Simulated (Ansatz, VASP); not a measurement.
# One calculation of TePt, two programs

```xyz
2
Lattice="0.0000 3.0156 3.0156 3.0156 0.0000 3.0156 3.0156 3.0156 0.0000" Properties=species:S:1:pos:R:3 pbc="T T T"
Pt    0.0000    0.0000    0.0000
Te    1.5078    1.5078    1.5078
```

Alike in both runs: task electric field gradients; functional PBE; k mesh 9 × 9 × 9; occupations fermi-dirac, width 0.05 eV; no spin polarisation.

|  | VASP | Ansatz |
| --- | --- | --- |
| version | VASP 6.6.1 | Ansatz 0.2.0 |
| potentials or method | VASP PAW PBE potentials, release 64 (Pt, Te), cutoff 520 eV | all-electron PAW with datasets made for the crystal, scalar-relativistic |

|  | VASP | Ansatz | Ansatz less VASP |
| --- | --- | --- | --- |
| pressure (GPa) | -0.2 | 0.0 | +0.25 |
| Vzz of the field gradient on the site that differs most (V/Å²) | 0.0 | 0.0 | 0.00 |

Ansatz ran all-electron here, so the differences hold the error of VASP's frozen core and of both bases. Ansatz warned: «gradients_without_spin_orbit».

Spin-orbit coupling is left out, which matters for the levels of Pt, Te.
